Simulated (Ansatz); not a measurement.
A run of Ansatz 0.2.0 is set up as follows.

input.yaml

```yaml
crystal:
  lattice:
    - [0.0, 2.9305, 2.9305]
    - [2.9305, 0.0, 2.9305]
    - [2.9305, 2.9305, 0.0]
  atoms:
    - { symbol: In, position: [0.0, 0.0, 0.0] }
    - { symbol: P, position: [0.75, 0.75, 0.75] }
hamiltonian:
  xc: blyp
  pseudopotentials: { kind: paw }
kpoints:
  mp_grid: { grid: [8, 8, 8] }
  band_path:
    path:
      - [[0.0, 0.0, 0.0], [0.5, 0.0, 0.5], [0.5, 0.25, 0.75], [0.375, 0.375, 0.75], [0.0, 0.0, 0.0], [0.5, 0.5, 0.5], [0.625, 0.25, 0.625], [0.5, 0.25, 0.75], [0.5, 0.5, 0.5], [0.375, 0.375, 0.75]]
      - [[0.625, 0.25, 0.625], [0.5, 0.0, 0.5]]
    npoints: 14
scf:
  occupations: { method: fermi_dirac, width: 0.05 }
  n_extra_bands: 6
output:
  forces: true
  stress: true
  eigenvalues: true
  fatbands: false
```

Potentials or basis: Ansatz PAW.

The run is started by

```console
$ ansatz run input.yaml --threads 2 --pin off --max-ram 5632MiB --backend cpu --events-out ev --progress --plain --runs-dir out
```

Problem. Predict the band gap on the k mesh.

Solution. 0.60 eV, direct.

Problem. What does it give for the pressure?

Solution. 6.7 GPa.

Problem. What does it give for the band gap along the path?

Solution. 0.60 eV, direct.

Levels at the corners of the path, in eV from the valence-band top:
| point | band 5 | band 6 | band 7 | band 8 | band 9 | band 10 | band 11 | band 12 | band 13 | band 14 |
| --- | --- | --- | --- | --- | --- | --- | --- | --- | --- | --- |
| Γ | -14.08 | -11.52 | 0.00 | 0.00 | 0.00 | 0.60 | 4.10 | 4.10 | 4.10 | 8.76 |
| X | -14.05 | -9.18 | -5.78 | -2.29 | -2.29 | 1.89 | 2.33 | 9.22 | 9.52 | 9.52 |
| W | -14.07 | -9.10 | -5.64 | -2.89 | -2.86 | 4.31 | 4.41 | 5.58 | 6.35 | 10.13 |
| K | -14.06 | -9.19 | -5.64 | -3.24 | -1.92 | 2.44 | 4.41 | 7.51 | 7.61 | 8.25 |
| Γ | -14.08 | -11.52 | 0.00 | 0.00 | 0.00 | 0.60 | 4.10 | 4.10 | 4.10 | 8.76 |
| L | -14.07 | -9.83 | -5.71 | -0.97 | -0.97 | 1.47 | 4.86 | 4.86 | 7.24 | 9.58 |
| U | -14.06 | -9.19 | -5.64 | -3.24 | -1.92 | 2.44 | 4.41 | 7.51 | 7.61 | 8.25 |
| W | -14.07 | -9.10 | -5.64 | -2.89 | -2.86 | 4.31 | 4.41 | 5.58 | 6.35 | 10.13 |
| L | -14.07 | -9.83 | -5.71 | -0.97 | -0.97 | 1.47 | 4.86 | 4.86 | 7.24 | 9.58 |
| K | -14.06 | -9.19 | -5.64 | -3.24 | -1.92 | 2.44 | 4.41 | 7.51 | 7.61 | 8.25 |
| U | -14.06 | -9.19 | -5.64 | -3.24 | -1.92 | 2.44 | 4.41 | 7.51 | 7.61 | 8.25 |
| X | -14.05 | -9.18 | -5.78 | -2.29 | -2.29 | 1.89 | 2.33 | 9.22 | 9.52 | 9.52 |

Caveat: spin-orbit coupling is left out, which moves the levels of the heavy elements; the PAW data sets come from PBE, with cores solved anew for the run's functional, which leaves a small shift of forces and pressure.

**Experimental background.**

A printed reference work, data compilation reports, for a bulk crystal of InP at 1.6 K: band gap 1.4236 eV (direct).

Measured gap of InP: 1.4236 eV (direct; 1.6 K; a printed reference work, data compilation). This calculation gives 0.60 eV (-0.82 eV). Spin-orbit coupling on In is left out. The value is that of BLYP, without temperature or zero-point motion. Semilocal functionals fall short of measured gaps as a rule.
